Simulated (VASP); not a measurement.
# SiC (P6_3mc) in VASP: a series of runs

One crystal, SiC, is run at these levels: LDA; tasks: relaxation of cell and atoms, electrostatic potential.

All numbers are computed with VASP 6.6.1; they aren't measurements. Logs are shortened: lines on timing, memory, paths and dates and some standing lists are left out, and cuts for length are marked.

## Step 1: The structure

The structure is hexagonal, space group P6_3mc (No. 186). The conventional cell has a = 3.080 Å, b = 3.080 Å, c = 5.050 Å, α = 90.00°, β = 90.00°, γ = 120.00°. Si (site symmetry 3m) is surrounded by 4 C at 1.88 to 1.90 Å. Around C (site symmetry 3m) lie 4 Si at 1.88 to 1.90 Å.

The cell was built by a generator and needn't be a form met in nature.

## Step 2: Relaxation of cell and atoms, LDA

Input file INCAR:

```
PREC = Accurate ; ENCUT = 600
EDIFF = 1E-6 ; ISMEAR = 0
SIGMA = 0.02 ; LREAL = False
LASPH = True ; NELM = 120
ALGO = Normal ; ISIF = 3
LWAVE = False ; LCHARG = False
GGA = CA ; IBRION = 2
NSW = 40 ; EDIFFG = -0.005
```

Input file KPOINTS:

```
Automatic mesh
0
Gamma
  10 10 6
```

Input file POSCAR:

```
SiC
1.0
    3.0800000000      0.0000000000      0.0000000000
   -1.5400000000      2.6673582400      0.0000000000
    0.0000000000      0.0000000000      5.0500000000
Si C
2 2
Direct
    0.3333333300      0.6666666700      0.0000000000
    0.6666666700      0.3333333300      0.5000000000
    0.3333333300      0.6666666700      0.3770000000
    0.6666666700      0.3333333300      0.8770000000
```

Potentials or basis: VASP PAW LDA potentials, release 64 (Si, C).

Launch:

```console
$ cat potpaw_LDA.64/Si/POTCAR potpaw_LDA.64/C/POTCAR > POTCAR
$ mpirun -np 1 vasp_std > vasp.out
```

OUTCAR:

```text
PREC = Accurate
   ENCUT = 600
   EDIFF = 1E-6
   ISMEAR = 0
   LREAL = False
   LASPH = True
   NELM = 120
   ISIF = 3
   GGA = CA
   IBRION = 2
   NSW = 40
   EDIFFG = -0.005

 ion  position               nearest neighbor table
   1  0.333  0.667  0.000-   4 1.88   4 1.88   4 1.88   3 1.90   2 3.09   2 3.09   2 3.09   2 3.09
                             2 3.09   2 3.09
   2  0.667  0.333  0.500-   3 1.88   3 1.88   3 1.88   4 1.90   1 3.09   1 3.09   1 3.09   1 3.09
                             1 3.09   1 3.09
   3  0.333  0.667  0.377-   2 1.88   2 1.88   2 1.88   1 1.90
   4  0.667  0.333  0.877-   1 1.88   1 1.88   1 1.88   2 1.90

  LATTYP: Found a hexagonal cell.
 ALAT       =     3.0800000000
 C/A-ratio  =     1.6396103896

  Lattice vectors:

 A1 = (   3.0800000000,   0.0000000000,   0.0000000000)
 A2 = (  -1.5400000000,   2.6673582400,   0.0000000000)
 A3 = (   0.0000000000,   0.0000000000,   5.0500000000)

Analysis of symmetry for initial positions (statically):
=====================================================================
 Subroutine PRICEL returns:
 Original cell was already a primitive cell.

 Routine SETGRP: Setting up the symmetry group for a
 hexagonal supercell.

 Subroutine GETGRP returns: Found 12 space group operations
 (whereof  6 operations were pure point group operations)
 out of a pool of 24 trial point group operations.

The static configuration has the point symmetry C_3v.
 The point group associated with its full space group is C_6v.

Analysis of symmetry for dynamics (positions and initial velocities):
=====================================================================
 Subroutine PRICEL returns:
 Original cell was already a primitive cell.

 Routine SETGRP: Setting up the symmetry group for a
 hexagonal supercell.

 Subroutine GETGRP returns: Found 12 space group operations
 (whereof  6 operations were pure point group operations)
 out of a pool of 24 trial point group operations.

The dynamic configuration has the point symmetry C_3v.
 The point group associated with its full space group is C_6v.

 Subroutine INISYM returns: Found 12 space group operations
 (whereof  6 operations are pure point group operations),
 and found     1 'primitive' translations

----------------------------------------------------------------------------------------

                                     Primitive cell

  volume of cell :      41.4881

  direct lattice vectors                    reciprocal lattice vectors
     3.080000000  0.000000000  0.000000000     0.324675325  0.187451386  0.000000000
    -1.540000000  2.667358240  0.000000000     0.000000000  0.374902773  0.000000000
     0.000000000  0.000000000  5.050000000     0.000000000  0.000000000  0.198019802

  length of vectors
     3.080000000  3.079999997  5.050000000     0.374902772  0.374902773  0.198019802

  position of ions in fractional coordinates (direct lattice)
     0.333333330  0.666666670  0.000000000
     0.666666670  0.333333330  0.500000000
     0.333333330  0.666666670  0.377000000
     0.666666670  0.333333330  0.877000000

  ion indices of the primitive-cell ions
   primitive index   ion index
                 1           1
                 2           2
                 3           3
                 4           4

----------------------------------------------------------------------------------------

 KPOINTS: Automatic mesh

Automatic generation of k-mesh.
 Grid dimensions read from file:
 generate k-points for:   10   10    6

 Generating k-lattice:

  Cartesian coordinates                     Fractional coordinates (reciprocal lattice)
     0.032467532  0.018745139  0.000000000     0.100000000 -0.000000000  0.000000000
     0.000000000  0.037490277  0.000000000     0.000000000  0.100000000  0.000000000
     0.000000000  0.000000000  0.033003300     0.000000000  0.000000000  0.166666667

  Length of vectors
     0.037490277  0.037490277  0.033003300

  Shift w.r.t. Gamma in fractional coordinates (k-lattice)
     0.000000000  0.000000000  0.000000000

 Subroutine IBZKPT returns following result:
 ===========================================

 Found     56 irreducible k-points:

 Following reciprocal coordinates:
            Coordinates               Weight
  0.000000  0.000000  0.000000      1.000000
  0.100000  0.000000  0.000000      6.000000
  0.200000  0.000000  0.000000      6.000000
  0.300000  0.000000  0.000000      6.000000
  0.400000 -0.000000  0.000000      6.000000
  0.500000  0.000000  0.000000      3.000000
[... 16 lines left out ...]
  0.300000  0.100000  0.166667     24.000000
  0.400000  0.100000  0.166667     24.000000
 [... further k-points ...]
   k-points           NKPTS =     56   k-points in BZ     NKDIM =     56   number of bands    NBANDS=     12
   number of dos      NEDOS =    301   number of ions     NIONS =      4
   total plane-waves  NPLWV =  31360
   dimension x,y,z NGX =    28 NGY =   28 NGZ =   40
   dimension x,y,z NGXF=    56 NGYF=   56 NGZF=   80
   ions per type =               2   2
   NGX,Y,Z   is equivalent  to a cutoff of  15.11, 15.11, 13.17 a.u.
   NGXF,Y,Z  is equivalent  to a cutoff of  30.23, 30.23, 26.34 a.u.
 SYSTEM =  unknown system
   PREC   = accura    normal or accurate (medium, high low for compatibility)
   ISTART =      0    job   : 0-new  1-cont  2-samecut
   ICHARG =      2    charge: 1-file 2-atom 10-const
   ISPIN  =      1    spin polarized calculation?
   LNONCOLLINEAR =      F non collinear calculations
   LSORBIT =      F    spin-orbit coupling
   LASPH  =      T    aspherical Exc in radial PAW
   ENCUT  =  600.0 eV  44.10 Ry    6.64 a.u.   6.15  6.15 10.09*2*pi/ulx,y,z
   NELM   =    120;   NELMIN=  2; NELMDL= -5     # of ELM steps
   EDIFF  = 0.1E-05   stopping-criterion for ELM
   LREAL  =      F    real-space projection
   EDIFFG = -.5E-02   stopping-criterion for IOM
   NSW    =     40    number of steps for IOM
   IBRION =      2    ionic relax: 0-MD 1-quasi-New 2-CG
   NFREE  =      1    steps in history (QN), initial steepest desc. (CG)
   ISIF   =      3    stress and relaxation
   ISYM   =      2    0-nonsym 1-usesym 2-fastsym
   POTIM  = 0.5000    time-step for ionic-motion
   TEBEG  =    0.0;   TEEND  =   0.0 temperature during run
   PSTRESS=    0.0 pullay stress
   NELECT =      16.0000    total number of electrons
   NUPDOWN=      -1.0000    fix difference up-down
   EMIN   =  10.00;   EMAX   =-10.00  energy-range for DOS
   EFERMI =   0.00;   METHOD = LEGACY
   ISMEAR =     0;   SIGMA  =   0.02  broadening in eV -4-tet -1-fermi 0-gaus
   EFERMI_NEDOS =   21; number of points for ismear=-14 and -15
   IALGO  =     38    algorithm
   IMIX   =      4    mixing-type and parameters
     AMIX     =   0.40;   BMIX     =  1.00
     AMIX_MAG =   1.60;   BMIX_MAG =  1.00
  volume/ion in A,a.u.               =      10.37        69.99
  Fermi-wavevector in a.u.,A,eV,Ry     =   1.191627  2.251849 19.319932  1.419975
  Thomas-Fermi vector in A             =   2.327684
   LORBIT       =      0    0 simple, 1 ext, 2 COOP (PROOUT), +10 PAW based schemes
   GGA     = CA    functional components
   LHFCALC =     F    Hartree Fock is set to
   AEXX    =    0.0000 exact exchange contribution
   IVDW    =     0    specifies the selected vdW correction
   LEPSILON=     F    determine dielectric tensor
   LRPA    =     F    only Hartree local field effects (RPA)
 conjugate gradient relaxation of ions
 non-spin polarized calculation
 Gauss-broadening in eV      SIGMA  =   0.02
  energy-cutoff  :      600.00
  volume of cell :       41.49
 maximum number of plane-waves:      1402
 NGX is ok and might be reduce to    28
   NGX = 13   NGY = 13   NGZ = 21

--------------------------------------- Ionic step        1  -------------------------------------------

 number of electron      16.0000001 magnetization

 Free energy of the ion-electron system (eV)
  ---------------------------------------------------
  ext. energy  EPLUGINS =         0.00000000
  ---------------------------------------------------
  free energy    TOTEN  =       -33.26788527 eV

  energy without entropy =      -33.26788527  energy(sigma->0) =      -33.26788527

------------------------ aborting loop because EDIFF is reached ----------------------------------------

  FORCE on cell =-STRESS in cart. coord.  units (eV):
  Direction    XX          YY          ZZ          XY          YZ          ZX
  --------------------------------------------------------------------------------------
  -------------------------------------------------------------------------------------
  Total       -1.2045875     -1.2045875     -1.1994082      0.0000000      0.0000000      0.0000000
  in kB      -46.5184763    -46.5184762    -46.3184655      0.0000000      0.0000000      0.0000000
  external PRESSURE =     -46.4518060 kB  Pullay stress =       0.0000000 kB
[... 251 lines left out ...]
  energy  without entropy=      -33.2812407407  energy(sigma->0) =      -33.28124074

--------------------------------------- Ionic step        8  -------------------------------------------

 number of electron      16.0000001 magnetization

 Free energy of the ion-electron system (eV)
  ---------------------------------------------------
  ext. energy  EPLUGINS =         0.00000000
  ---------------------------------------------------
  free energy    TOTEN  =       -33.28124376 eV

  energy without entropy =      -33.28124376  energy(sigma->0) =      -33.28124376

 E-fermi :   8.5657     XC(G=0): -11.6282

 val. band max:        8.4214828029   @ k =   0.0000   0.0000   0.0000
 cond. band min:      10.6997006976   @ k =   0.3000   0.3000   0.0000
 fundamental gap:      2.2782178947
 Fermi energy:         8.5657468022

 k-point     1 :       0.0000    0.0000    0.0000
  band No.  band energies     occupation
      1      -7.2028      2.00000
      2      -3.5174      2.00000
      3      -0.4005      2.00000
      4       7.0970      2.00000
      5       7.0970      2.00000
      6       8.3063      2.00000
      7       8.4215      2.00000
      8       8.4215      2.00000
      9      13.3383      0.00000
     10      14.8322      0.00000
     11      15.0835      0.00000
     12      15.0835      0.00000
[... 331 lines left out ...]
 k-point    24 :       0.4000    0.1000    0.1667
  band No.  band energies     occupation
      1      -3.8124      2.00000
      2      -2.1435      2.00000
      3       0.3279      2.00000
      4       1.9484      2.00000
      5       3.4729      2.00000
      6       4.5317      2.00000
      7       5.7727      2.00000
      8       6.4492      2.00000
      9      12.0726      0.00000
     10      12.3655      0.00000
     11      15.4217      0.00000
     12      15.9304      0.00000

 [... further k-points ...]

------------------------ aborting loop because EDIFF is reached ----------------------------------------

  FORCE on cell =-STRESS in cart. coord.  units (eV):
  Direction    XX          YY          ZZ          XY          YZ          ZX
  --------------------------------------------------------------------------------------
  -------------------------------------------------------------------------------------
  Total       -0.0020516     -0.0020516     -0.0077323      0.0000000      0.0000000      0.0000000
  in kB       -0.0809204     -0.0809204     -0.3049803      0.0000000      0.0000000      0.0000000
  external PRESSURE =      -0.1556070 kB  Pullay stress =       0.0000000 kB
[... 19 lines left out ...]
  FREE ENERGIE OF THE ION-ELECTRON SYSTEM (eV)
  ---------------------------------------------------
  free  energy   TOTEN  =       -33.2812437641 eV

  energy  without entropy=      -33.2812437641  energy(sigma->0) =      -33.28124376

 reached required accuracy - stopping structural energy minimisation
```

Run time: 50 s. Hardware: 1 thread of Intel Xeon 6975P-C (Granite Rapids), shared host; peak memory 0.16 GiB.

What came out:

```yaml
Free_energy: -33.2812 eV
Relaxed_volume: 10.16 Å³/atom
Relaxed_cell: a = 3.057 Å, b = 3.057 Å, c = 5.018 Å, α = 90.00°, β = 90.00°, γ = 120.00°
Space_group_after_relaxing_to_0.05_Å: P6_3mc (No. 186)
Energy_gained_by_relaxing: 3.3 meV/atom
Ionic_steps: 8
Pressure_after_relaxing: 0.0 GPa
Band_gap_on_the_k_mesh: 2.28 eV, indirect (least direct gap 3.91 eV)
```

Step by step:
| step | energy change (eV) | largest force (eV/Å) | pressure (GPa) | volume (Å³) |
| --- | --- | --- | --- | --- |
| 1 | 0.0000 | 0.0923 | -4.65 | 41.49 |
| 2 | 0.0021 | 0.0617 | 5.44 | 39.71 |
| 3 | -0.0133 | 0.0227 | 0.01 | 40.62 |
| 4 | -0.0133 | 0.0214 | 0.11 | 40.60 |
| 5 | -0.0134 | 0.0059 | 0.07 | 40.61 |
| 6 | -0.0134 | 0.0033 | 0.07 | 40.61 |
| 7 | -0.0134 | 0.0029 | -0.06 | 40.63 |
| 8 | -0.0134 | 0.0004 | -0.02 | 40.62 |

Final structure:
```
Si C
1.0
     3.05740    0.00000    0.00000
    -1.52870    2.64779    0.00000
     0.00000    0.00000    5.01778
Si C
2 2
Direct
  0.33333 0.66667 0.00060
  0.66667 0.33333 0.50060
  0.33333 0.66667 0.37640
  0.66667 0.33333 0.87640
```

A k mesh can miss the band edges.

[end of part 1 of 2]
